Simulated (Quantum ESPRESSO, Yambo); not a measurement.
# Quasiparticle gap of BAs (F-43m) in Yambo, part 3 of 3

Aim: the G0W0 gap of BAs (F-43m) on PBE, step by step.

Quantum ESPRESSO 7.5 and Yambo 5.3.0; PBE and many-body steps on it, plane waves. Known limits of the many-body steps: not at the basis limit; no spin-orbit coupling.

So far. Step 3 (Bands along the symmetry lines): The gap is 1.207 eV, as in the run before at this level. Step 4 (Empty states on the mesh, 6×6×6 mesh, 334 bands): On this mesh the gap is 1.292 eV. The earlier step found 1.207 eV, so this mesh misses an edge.

### 6. Screening and self-energy, 6×6×6 mesh, 144 bands, screening to 231.3 eV

G0W0 replaces the xc potential by the self-energy, built once from these orbitals. Only a window of levels is corrected, while the sums run over the empty bands that the input names.

This step: G0W0 on PBE, plane waves, norm-conserving pseudopotentials.

The input, gw2.in:

```
HF_and_locXC
gw0
dyson
ppa
em1d
rim_cut
RandQpts= 1000000
RandGvec= 1 RL
EXXRLvcs= 100 Ry
VXCRLvcs= 400 Ry
Chimod= "HARTREE"
% BndsRnXp
 1 | 144 |
%
NGsBlkXp= 17 Ry
% LongDrXp
 1 | 1 | 1 |
%
% GbndRnge
 1 | 144 |
%
DysSolver= "n"
ExtendOut
PPAPntXp= 27.21138 eV
% QPkrange
 1 | 1 | 12 | 15 |
 10 | 10 | 12 | 15 |
%
```

On the command line:

```console
OMP_NUM_THREADS=1 mpirun -n 4 yambo -F gw2.in -J gw2 -C gw2 > gw2.log
```

The log of the run:

```text
 Yambo, version 5.3.0

 [02] CORE Variables Setup
 =========================

  [... cell, symmetries and grids as in the set-up ...]

  [02.05] Energies & Occupations
  ==============================

  [X] === General ===
  [X] Electronic Temperature                        :  0.000000  0.000000 [eV K]
  [X] Bosonic    Temperature                        :  0.000000  0.000000 [eV K]
  [X] Finite Temperature mode                       : no
  [X] El. density                                   :  0.95404E+24 [cm-3]
  [X] Fermi Level                                   :  12.16515 [eV]

  [X] === Gaps and Widths ===
  [X] Conduction Band Min                           :  1.291868 [eV]
  [X] Valence Band Max                              :  0.000000 [eV]
  [X] Filled Bands                                  :  13
  [X] Empty Bands                                   :    14   334
  [X] Direct Gap                                    :  3.288876 [eV]
  [X] Direct Gap localized at k                     :  1
  [X] Indirect Gap                                  :  1.291868 [eV]
  [X] Indirect Gap between kpts                     :   1  10
  [X] Last valence band width                       :  4.948297 [eV]
  [X] 1st conduction band width                     :  3.059858 [eV]

 [03] Transferred momenta grid and indexing
 ==========================================

 IBZ Q-points                                      :  16
 BZ  Q-points                                      :  216

 K/Q-points units:
 rlu = crystal or reduced units; cc = cartesian coordinates; iku = interal k-units

 Q [ 1]         [rlu]:  0.000000  0.000000  0.000000
 Q [ 2]         [rlu]: -0.44040E-17 -0.44040E-17  0.16667
 Q [ 3]         [rlu]: -0.88081E-17 -0.88081E-17  0.33333
 Q [ 4]         [rlu]: -0.63303E-17 -0.63303E-17 -0.50000
 Q [ 5]         [rlu]: -0.90023E-17  0.16667      0.16667
 Q [ 6]         [rlu]: -0.14373E-16  0.16667      0.33333
 Q [ 7]         [rlu]:  0.33135E-17  0.16667      0.50000
 Q [ 8]         [rlu]: -0.63303E-17  0.16667     -0.33333
 Q [ 9]         [rlu]:  0.28747E-16  0.16667     -0.16667
 Q [10]         [rlu]: -0.18005E-16  0.33333      0.33333
     [... 4 further rows ...]
 Q [15]         [rlu]:  0.166667  0.333333 -0.333333
 Q [16]         [rlu]:  0.166667 -0.500000 -0.333333

 [04] Coloumb potential Random Integration (RIM)
 ===============================================

  [04.01] RIM initialization
  ==========================

  * Diagonal components only detected *

  8 x (sBL volume)        :  0.049954 [a.u.]
  sBZ random points       :  1000000
  Points outside the sBZ  :   7968281
  RL volume               :  1.348768 [a.u.]
  Integrated volume       :  1.354137 [a.u.]

  [04.02] RIM integrals
  =====================

  Gamma point sphere radius             :  0.066805 [a.u.]
  Points outside the sphere             :   800476
  [Int_sBZ(q=0) 1/q^2]*(Vol_sBZ)^(-1/3) =:  7.776341
                                 should be <:  7.795600

  Summary of Coulomb integrals for non-metallic bands |Q|[au] RIM/Bare

  Q [1] 0.100000E-4 0.997530 * Q [2] 0.200926 1.068930
  Q [5] 0.232009 1.068679 * Q [9] 0.328110 1.029814
  Q [6] 0.384743 1.023420 * Q [3] 0.401851 1.020719
  Q [10] 0.464018 1.017590 * Q [8] 0.505652 1.014476
  Q [14] 0.518788 1.014367 * Q [7] 0.568303 1.012582
  Q [11] 0.602777 1.011829 * Q [4] 0.602777 1.011206
  Q [12] 0.656220 1.010226 * Q [15] 0.686291 1.009617
  Q [13] 0.696026 1.009452 * Q [16] 0.733676 1.008801

 [WARNING] [Xp] User bands 1-144 break level degeneracy

 [05] Dipoles
 ============

  [05.01] Setup: observables and procedures
  =========================================

 [06] Dynamic Dielectric Matrix (PPA)
 ====================================

 [WR./gw2//ndb.pp]---------------------------------------------------------------
  Brillouin Zone Q/K grids (IBZ/BZ)                :   16  216   16  216
  RL vectors                                       :   3943 [WF]
  Coulomb cutoff potential                         : none
  Electronic Temperature                           :  0.000000 [K]
  Bosonic    Temperature                           :  0.000000 [K]
  PPA    diel. fun.  energies                      : Perdew, Burke & Ernzerhof(X)+Perdew, Burke & Ernzerhof(C)
  wavefunctions                                    : Perdew, Burke & Ernzerhof(X)+Perdew, Burke & Ernzerhof(C)
  Global Gauge                                     : length
  X matrix size                                    :  259
  X band range                                     :    1  144
  X e/h energy range                               : -1.000000 -1.000000 [eV]
  X Time ordering                                  : R
  X Hxc Kernel                                     : HARTREE
  X Drude frequency                                :  0.000000  0.000000
  X poles                                          :  100.0000 [o/o]
  RL vectors in the sum                            :   3943
  [r,Vnl] included                                 : yes
  Field direction                                  :  0.577350E-5  0.577350E-5  0.577350E-5
  BZ energy Double Grid                            : no
  BZ energy DbGd points                            : 0
  BZ Q point size factor                           : -1.000000
  X Optical Averaged directions                    : none

 [07] Local Exchange-Correlation + Non-Local Fock
 ================================================

 [VXC] Plane waves :  24933
 [EXS] Plane waves :  3143

 QP @ state[ 1 ] K range:  1  1
 QP @ state[ 1 ] b range:  12  15
 QP @ state[ 2 ] K range:  10  10
 QP @ state[ 2 ] b range:  12  15

 [xc] Functional : Perdew, Burke & Ernzerhof(X)+Perdew, Burke & Ernzerhof(C)
 [xc] LIBXC used to calculate xc functional
  PP Number of Atomic Species                      :  2
  NLCC RL compoments                               :  24933
  PP Number of Atomic Species                      :  2
  NLCC RL compoments                               :  24933

 [xc] E_xc :  -25.05613 [Ha]
      E_xc :  -50.11226 [Ry]

  Local XC kind (lXC) : Perdew, Burke & Ernzerhof(X)+Perdew, Burke & Ernzerhof(C)
  Non-Local XC kind (nlXC) : Hartree-Fock

  Corrections @ K [1] :  [eV]
 <12|nlXC|12> = -15.46589 -0.82059E-18 <12|lXC|12> = -14.18945  0.94413E-16
 <13|nlXC|13> = -15.46587  0.25400E-17 <13|lXC|13> = -14.18945 -0.99866E-21
 <14|nlXC|14> = -8.450954  0.21738E-17 <14|lXC|14> = -13.05539 -0.18882E-15
 <15|nlXC|15> = -8.450873  0.87097E-20 <15|lXC|15> = -13.05539 -0.47196E-16

  Corrections @ K [10] :  [eV]
 <12|nlXC|12> = -15.98613 -0.15399E-16 <12|lXC|12> = -13.19900 -0.70804E-16
 <13|nlXC|13> = -15.98649 -0.54500E-17 <13|lXC|13> = -13.19900 -0.70817E-16
 <14|nlXC|14> = -7.636092  0.19204E-17 <14|lXC|14> = -11.66108 -0.94411E-16
 <15|nlXC|15> = -6.492022  0.26613E-18 <15|lXC|15> = -11.16957 -0.18882E-15

 [08] Dyson equation: Newton solver
 ==================================

  [08.01] G0W0 (W PPA)
  ====================

  [  GW  ] Bands range     :    1  144
  [GW/PPA] G damping       :  0.100000 [eV]

  QP @ state[ 1 ] K range:  1  1
  QP @ state[ 1 ] b range:  12  15
  QP @ state[ 2 ] K range:  10  10
  QP @ state[ 2 ] b range:  12  15

   Sc/G bands                                       :    1  144
   Sc/G damping                                     :  0.100000 ev
   Sc bands terminator                              : no
   Sx RL components                                 :  3143

   QP @ state[ 1 ] K range                          :  1  1
   QP @ state[ 1 ] b range                          :  12  15
   QP @ state[ 2 ] K range                          :  10  10
   QP @ state[ 2 ] b range                          :  12  15
   GF energies kind                                 : Perdew, Burke & Ernzerhof(X)+Perdew, Burke & Ernzerhof(C)
   GF WF`s kind                                     : Perdew, Burke & Ernzerhof(X)+Perdew, Burke & Ernzerhof(C)
   Xs energies kind                                 : Perdew, Burke & Ernzerhof(X)+Perdew, Burke & Ernzerhof(C)
   Xs WF`s kind                                     : Perdew, Burke & Ernzerhof(X)+Perdew, Burke & Ernzerhof(C)

 [11] Game Over & Game summary
```

Wall time 11 min (4 MPI ranks of Arm Neoverse V1, shared host); peak memory 2.1 GiB.

Numbers from this step:

| Quantity | Value |
| --- | --- |
| G0W0 gap on the points computed | 1.911 eV |
| starting gap on the mesh | 1.292 eV |
| k of the valence top | 0, 0, 0 |
| k of the conduction bottom | 0, 0.3333, 0.3333 |
| least direct G0W0 gap on the computed points | 4.142 eV |
| Z at the valence top | 0.8043 |
| Z at the conduction bottom | 0.8134 |

The gap on the mesh goes from 1.29 eV to 1.91 eV, a correction of +0.62 eV. The start differs from the 1.21 eV found before because the two sample other k points.

Limits: finite bands, cutoff and mesh; no spin-orbit coupling. v1 is the top filled band, c1 the lowest empty one. The levels before and after the correction (eV, zero at the valence-band top of each column):

|  | conduction bottom | valence top |
| --- | --- | --- |
| Kohn-Sham | 1.29 | 0.00 |
| G0W0 | 1.91 | 0.00 |

|  | level | energy (eV) |
| --- | --- | --- |
| Kohn-Sham | Γ v2-v1 | 0.000 |
| Kohn-Sham | Γ c1-c2 | 3.289 |
| Kohn-Sham | (0 0.333 0.333) v2-v1 | -3.452 |
| Kohn-Sham | (0 0.333 0.333) c1 | 1.292 |
| Kohn-Sham | (0 0.333 0.333) c2 | 3.154 |
| G0W0 | Γ v2-v1 | 0.000 |
| G0W0 | Γ c1-c2 | 4.142 |
| G0W0 | (0 0.333 0.333) v2-v1 | -3.643 |
| G0W0 | (0 0.333 0.333) c1 | 1.911 |
| G0W0 | (0 0.333 0.333) c2 | 3.802 |

### 7. Where the time went

Times are wall times on the hardware named with each run, good to a factor of about two.

| step | time | share | memory (GiB) |
| --- | --- | --- | --- |
| ground state | 11 s | 1 % | 0.25 |
| bands along the symmetry lines | 4.3 s | 1 % | 0.22 |
| empty states on the mesh | 63 s | 8 % | 0.59 |
| conversion and set-up | 2.8 s | 0 % | 0.24 |
| screening and self-energy | 11 min | 89 % | 2.1 |

### 8. What came out

| Item | Value |
| --- | --- |
| PBE gap | 1.21 eV, indirect |
| G0W0 gap on the mesh | 1.91 eV |
| G0W0 gap over the zone (rigid shift) | 1.83 eV |
| GW settings | 6×6×6 mesh, 144 bands, screening to 231.3 eV, Godby-Needs plasmon pole |
| known limits | not at the basis limit; no spin-orbit coupling |

What this shows: G0W0 moves the gap on the mesh from 1.29 eV to 1.91 eV (+0.62 eV), with Z of 0.80 and 0.81 at the edges. The mesh misses the band edges by 0.08 eV in all; a rigid shift gives 1.83 eV for the zone. Only 2 of the mesh's irreducible points were corrected, so a valley elsewhere could overtake. The dearest step here is «screening and self-energy». Against experiment, by G0W0@PBE: the gap of 1.83 eV lies +0.01 eV from the measured 1.82 eV (indirect, 300 K, 2019); the direct gap of 4.14 eV lies +0.02 eV from the measured 4.12 eV (direct, 300 K, 2019); the gap of 1.83 eV lies −0.19 eV from the measured 2.02 eV (indirect, 300 K, 2019). An exciton line or allowed optical edge lies below the quasiparticle gap by the binding energy; a forbidden edge can push the onset above it. The calculation has static nuclei and no excitons; a measured gap holds zero-point and thermal motion, which mostly lowers it. Bands and cutoff are finite, so the gap is not at the basis limit. The miss can reach some tenths of an eV and take either sign; the mesh is an error of its own. In the G0W0 run levels were corrected at 2 k points alone, so a gap called «on the mesh» is the least over those, and an edge elsewhere would be missed. A denser mesh or path gives a starting gap of 1.21 eV: the GW mesh misses a band edge, so its gaps are not the fundamental one. The many-body steps are scalar-relativistic: spin-orbit coupling is not in them.

[Paths, hosts, dates, memory and timing lines, banners, echoed tables and standing remarks are left out of the program output.]

[Logs are printed without paths, hosts, clocks, repeated set-up lines and the standing remarks that a program may print on its own settings, such as how far it seeks lower states.]

[Runs of the session that timed out or met a known fault of the program may be left out.]

[Hosts, paths, dates, database ids (printed as entryN), source tags and the programs' standing remarks are cut or masked in the printed files.]
